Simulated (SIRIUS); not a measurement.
Cl under changes of volume

One of the cells (29.048 Å³/atom); the others are scaled copies at fixed shape and fractional positions:

```xyz
4
Lattice="3.1450 -2.2500 0.0000 3.1450 2.2500 0.0000 0.0000 0.0000 8.2100" Properties=species:S:1:pos:R:3 pbc="T T T"
Cl    3.1450    0.5850    3.2840
Cl    3.1450    1.6650    7.3890
Cl    3.1450   -0.5850    4.9260
Cl    3.1450   -1.6650    0.8210
```

| Item | Value |
| --- | --- |
| Program | SIRIUS 7.12.0 |
| Functional | PBEsol |
| Potentials or basis | PseudoDojo 0.4.1 PBEsol standard (scalar relativistic) |
| Cutoff | 807 eV |
| Density cutoff | 3227 eV |
| k mesh | 7 × 7 × 4 |
| Occupations | fermi-dirac, width 0.05 eV |
| Spin | no spin polarisation |

```tsv
volume (Å³/atom)	energy over the lowest point (meV/atom)	pressure (GPa)	gap on the mesh (eV)	largest force (eV/Å)
27.305	?	?	?	?
27.886	0.00	0.2	2.55	0.357
28.467	0.33	-0.4	2.48	0.129
29.048	2.69	-0.9	2.41	0.188
29.629	6.86	-1.4	2.34	0.397
30.210	12.64	-1.8	2.27	0.603
30.791	19.85	-2.2	2.20	0.795
```

Question: What does the run at 27.305 Å³/atom give?

Answer: Energy over the lowest point 1.95 meV/atom; pressure 0.9 GPa; gap on the mesh 2.63 eV; largest force 0.632 eV/Å.

Worked out: A Birch-Murnaghan fit of order 3 (a polynomial in V^(-2/3)) to the other rows has its minimum at 28.09 Å³/atom with B0 = V·E''(V) = 29 GPa and B' = 4.6 at fixed shape and positions, which overstates the stiffness. It gives 1.96 meV/atom at 27.305 Å³/atom, against the run's 1.95, and -dE/dV = 0.9 GPa, against 0.9. A straight line through the other rows of the gap, of slope -3.53 eV per unit of ln V, extrapolates to 2.63 eV, against the run's 2.63.

Energies are extrapolated to zero smearing.

Caveats: an odd mesh through Γ misses points on the zone boundary, where band edges often lie.
